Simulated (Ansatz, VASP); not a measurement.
**One calculation of MgB2, two programs**

INCAR

```
SYSTEM = MgB2
ALGO = Normal
EDIFF = 1E-7
ENCUT = 520
GGA = PE
ISIF = 2
ISMEAR = 0
LASPH = .True.
LCHARG = .False.
LREAL = .False.
LWAVE = .False.
NBANDS = 11
NELM = 80
PREC = Accurate
SIGMA = 0.022
```

The input KPOINTS:

```
k-points
0
Gamma
  10 10 8
  0 0 0
```

File POSCAR:

```
MgB2
1.0
    3.0850000000      0.0000000000      0.0000000000
   -1.5425000000      2.6716883707      0.0000000000
    0.0000000000      0.0000000000      3.5230000000
Mg B
1 2
Direct
    0.0000000000      0.0000000000      0.0000000000
    0.6666666667      0.3333333333      0.5000000000
    0.3333333333      0.6666666667      0.5000000000
```

input.yaml

```yaml
crystal:
  lattice:
    - [3.085, 0.0, 0.0]
    - [-1.5425, 2.6716883707, 0.0]
    - [0.0, 0.0, 3.523]
  atoms:
    - { symbol: Mg, position: [0.0, 0.0, 0.0] }
    - { symbol: B, position: [0.6666666667, 0.3333333333, 0.5] }
    - { symbol: B, position: [0.3333333333, 0.6666666667, 0.5] }
hamiltonian:
  xc: pbe
  pseudopotentials: { kind: paw }
kpoints:
  mp_grid: { grid: [10, 10, 8] }
scf:
  occupations: { method: gaussian, width: 0.022 }
output:
  forces: true
  stress: true
  eigenvalues: true
```

Alike in both runs: task single point; functional PBE; k mesh 10 × 10 × 8; occupations gaussian, width 0.022 eV; no spin polarisation.

|  | VASP | Ansatz |
| --- | --- | --- |
| version | VASP 6.6.1 | Ansatz 0.2.0 |
| potentials or method | VASP PAW PBE potentials, release 64 (Mg, B) | Ansatz PAW |
| plane-wave cutoff (eV) | 520 | 420 |
| valence electrons in the cell | 8 | 16 |

```csv
,VASP,Ansatz,Ansatz less VASP
gap on the k mesh at the Fermi level (eV),none,none,-
pressure (GPa),-1.1,-0.9,+0.25
largest component of the traceless stress (GPa),0.59,0.49,-0.103
```

A gap of «none» marks a metal or a gap that the smearing closes. The two sets of potentials don't hold the same shells in valence.
